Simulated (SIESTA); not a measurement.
The system is Ga.

```xyz
2
Lattice="1.4500 -4.0650 0.0000 1.4500 4.0650 0.0000 0.0000 0.0000 3.1700" Properties=species:S:1:pos:R:3 pbc="T T T"
Ga    1.4500    2.9837    2.3775
Ga    1.4500   -2.9837    0.7925
```

This isn't the form of Ga at room conditions, which is orthorhombic.

- Program: SIESTA 5.4.2
- Task: single point
- Functional: PBEsol
- Potentials or basis: PseudoDojo 0.4 standard (PBEsol files)
- Basis: DZP (energy shift 0.003 Ry; two zetas on semicore shells)
- Grid cutoff: 800 Ry
- Energy shift: 0.003 Ry
- k mesh: 10 × 10 × 8
- Occupations: fermi-dirac, width 0.05 eV
- Spin: no spin polarisation

On this cell: pressure -2.2 GPa; largest force 0.160 eV/Å; band gap on the k mesh none (metal or under the smearing width).

The same run follows on a disturbed copy (atoms moved at random, drawn with an rms of 0.05 Å):

```
Ga
1.0
     1.45000   -4.06500    0.00000
     1.45000    4.06500    0.00000
     0.00000    0.00000    3.17000
Ga
2
Direct
  0.14265 0.88362 0.75216
  0.86304 0.14619 0.26198
```

Task: What does the disturbed cell give?

Result: The energy (extrapolated to zero smearing) moves by -0.9 meV/atom; pressure -2.3 GPa; largest force 0.049 eV/Å; band gap on the k mesh none (metal or under the smearing width).

Forces on the atoms (eV/Å):
```
Ga  -0.004  0.023  0.044
Ga   0.004 -0.023 -0.043
```

Stress tensor (GPa, compression positive):
```
-3.26 -0.01 -0.01
-0.01 -2.41  0.00
-0.01  0.00 -1.14
```

Caveats: the basis of atomic orbitals isn't converged, which shifts pressures, moduli and gaps.
